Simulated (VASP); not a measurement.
GaCuSe2 under changes of volume

One of the cells (21.779 Å³/atom); the others are scaled copies at fixed shape and fractional positions:

```
Se Ga Cu
1.0
    -2.80349    2.80349    5.54207
     2.80349   -2.80349    5.54207
     2.80349    2.80349   -5.54207
Se Ga Cu
4 2 2
Direct
  0.11847 0.62500 0.99347
  0.87500 0.88153 0.50653
  0.63153 0.12500 0.00653
  0.37500 0.36847 0.49347
  0.25000 0.75000 0.50000
  0.50000 0.50000 0.00000
  0.75000 0.25000 0.50000
  0.00000 0.00000 0.00000
```

```yaml
Program: VASP 6.6.1
Functional: PBE
Dispersion: D3(BJ)
Potentials_or_basis: VASP PAW PBE potentials, release 64 (Se, Ga_d, Cu)
Cutoff: 520 eV
k_mesh: 6 × 6 × 6
Occupations: gaussian, width 0.02 eV
Spin: no spin polarisation
```

```csv
volume (Å³/atom),energy over the lowest point (meV/atom),pressure (GPa),gap on the mesh (eV),largest force (eV/Å)
20.908,8.34,2.5,0.35,0.035
21.344,2.08,1.4,0.26,0.014
21.779,0.00,0.0,0.17,0.005
22.215,?,?,?,?
22.650,6.61,-2.6,0.00,0.036
```

Problem. What does the run at 22.215 Å³/atom give?

Solution. Energy over the lowest point 1.65 meV/atom; pressure -1.3 GPa; gap on the mesh 0.08 eV; largest force 0.022 eV/Å.

Worked out: A Birch-Murnaghan fit of order 2 (a polynomial in V^(-2/3)) to the other rows has its minimum at 21.80 Å³/atom with B0 = V·E''(V) = 68 GPa at fixed shape and positions, which overstates the stiffness. It gives 1.62 meV/atom at 22.215 Å³/atom, against the run's 1.65, and -dE/dV = -1.2 GPa, against -1.3.

Energies are extrapolated to zero smearing.

Spin-orbit coupling on Ga, Se is left out.
